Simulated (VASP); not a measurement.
Input of a VASP 6.6.1 run:

INCAR

```
SYSTEM = AlGa3N2
ALGO     = Fast           ! electronic algorithm
EDIFF    = 1E-4           ! SCF threshold, eV
EDIFFG   = -0.08          ! ionic threshold
ENCUT    = 520            ! plane-wave cutoff, eV
GGA      = PE             ! functional
IBRION   = 2              ! ionic algorithm
ISIF     = 3              ! what is computed and relaxed
ISMEAR   = 0              ! smearing method
KPAR     = 2            
LASPH    = .TRUE.         ! aspherical terms in the spheres
LCHARG   = .FALSE.        ! write CHGCAR
LREAL    = Auto         
LWAVE    = .FALSE.        ! write WAVECAR
NELM     = 60             ! most SCF steps
NSW      = 24             ! ionic steps
PREC     = Normal         ! precision mode
SIGMA    = 0.15           ! smearing width, eV
```

File KPOINTS:

```
k-points
0
G
  3 3 3
  0 0 0
```

Contents of POSCAR:

```
AlGa3N2
1.0
    5.4000000000      0.0000000000      0.0000000000
    0.0000000000      5.4000000000      0.0000000000
    0.0000000000      0.0000000000      6.0000000000
Al Ga N
2 6 4
Direct
    0.5000000000      0.5000000000      0.5000000000
    0.0000000000      0.0000000000      0.0000000000
    0.0000000000      0.0000000000      0.5000000000
    0.0000000000      0.5000000000      0.7200000000
    0.5000000000      0.0000000000      0.2800000000
    0.5000000000      0.5000000000      0.0000000000
    0.0000000000      0.5000000000      0.2200000000
    0.5000000000      0.0000000000      0.7800000000
    0.2750000000      0.7250000000      0.5000000000
    0.7250000000      0.2750000000      0.5000000000
    0.7750000000      0.7750000000      0.0000000000
    0.2250000000      0.2250000000      0.0000000000
```

Potentials or basis: VASP PAW PBE potentials, release 64 (Al, Ga_d, N).

The run is started by

```bash
$ cat potpaw_PBE.64/Al/POTCAR potpaw_PBE.64/Ga_d/POTCAR potpaw_PBE.64/N/POTCAR > POTCAR
$ mpirun -np 2 vasp_std > vasp.out
```

Problem. Estimate the space group after relaxing (to 0.05 Å).

Solution. P4_22_12 (No. 94).

Problem. What does it give for the band gap on the k mesh?

Solution. None (metal or under the smearing width).

Problem. What does it give for the relaxed cell?

Solution. a = 5.734 Å, b = 5.734 Å, c = 5.907 Å, α = 90.00°, β = 90.00°, γ = 90.00°.

Stress tensor (GPa, compression positive):
```
0.66 0.00 0.00
0.00 0.66 0.00
0.00 0.00 0.18
```

Caveat: the k mesh is coarse (spacing up to 0.39 Å⁻¹), so the values aren't converged.
